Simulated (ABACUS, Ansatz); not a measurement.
Given: the input of a run of Ansatz 0.2.0 on MgSe. 

File input.yaml:

```yaml
crystal:
  lattice:
    - [0.0, 2.7255, 2.7255]
    - [2.7255, 0.0, 2.7255]
    - [2.7255, 2.7255, 0.0]
  atoms:
    - { symbol: Se, position: [0.5, 0.5, 0.5] }
    - { symbol: Mg, position: [0.0, 0.0, 0.0] }
kpoints:
  mp_grid: { grid: [6, 6, 6] }
scf:
  occupations: { method: fermi_dirac, width: 0.05 }
hamiltonian:
  xc: pbesol
  pseudopotentials: { kind: all_electron, datasets: crystal }
output:
  forces: true
  stress: true
  eigenvalues: true
```

Potentials or basis: all-electron PAW datasets made for the crystal.

The run is started by

```console
$ ansatz run input.yaml --threads 2 --pin off --max-ram 8192MiB --backend cpu --events-out ev --progress --plain --runs-dir out
```

What does the same run look like in ABACUS 3.10.1? Potentials or basis there: PseudoDojo NC SR 0.5 PBE stringent, plane waves, cutoff 1429 eV.

As run (cutoffs and basis follow the program's own potentials, and thresholds, step limits or extra output files can differ):

File INPUT:

```
INPUT_PARAMETERS
suffix              MgSe
calculation         scf
basis_type          pw
pseudo_dir          ./
symmetry            1
dft_functional      pbesol
ecutwfc             105
pseudo_rcut         7
nspin               1
nbands              27
ks_solver           dav
smearing_method     fd
smearing_sigma      0.00367493
scf_thr             1e-08
scf_nmax            100
mixing_type         broyden
mixing_beta         0.7
cal_force           1
cal_stress          1
out_chg             1
out_pot             2
out_elf             1
```

STRU

```
ATOMIC_SPECIES
Se 78.9710 Se.upf
Mg 24.3050 Mg.upf

LATTICE_CONSTANT
1.8897261246

LATTICE_VECTORS
0.0000000000 2.7255000000 2.7255000000
2.7255000000 0.0000000000 2.7255000000
2.7255000000 2.7255000000 0.0000000000

ATOMIC_POSITIONS
Direct

Se
0.0
1
0.5000000000 0.5000000000 0.5000000000 1 1 1

Mg
0.0
1
0.0000000000 0.0000000000 0.0000000000 1 1 1
```

KPT

```
K_POINTS
0
Gamma
6 6 6 0 0 0
```

Potentials or basis: PseudoDojo NC SR 0.5 PBE stringent, plane waves.

The run is started by

```console
$ OMP_NUM_THREADS=1 mpirun -np 4 abacus > log
```

Both were run:

|  | Ansatz | ABACUS |
| --- | --- | --- |
| Pressure | 0.0 GPa | 0.1 GPa |

Ansatz's pressure holds a Pulay term of +0.00 GPa for its cutoff of 160 eV, which the other run lacks.

The potentials hold 8 and 34 valence electrons a cell.

ABACUS's potentials were made for PBE.

Where Ansatz's input types no cutoff or centring, it takes its own default and a Γ-centred mesh.

Pressure is positive in compression.
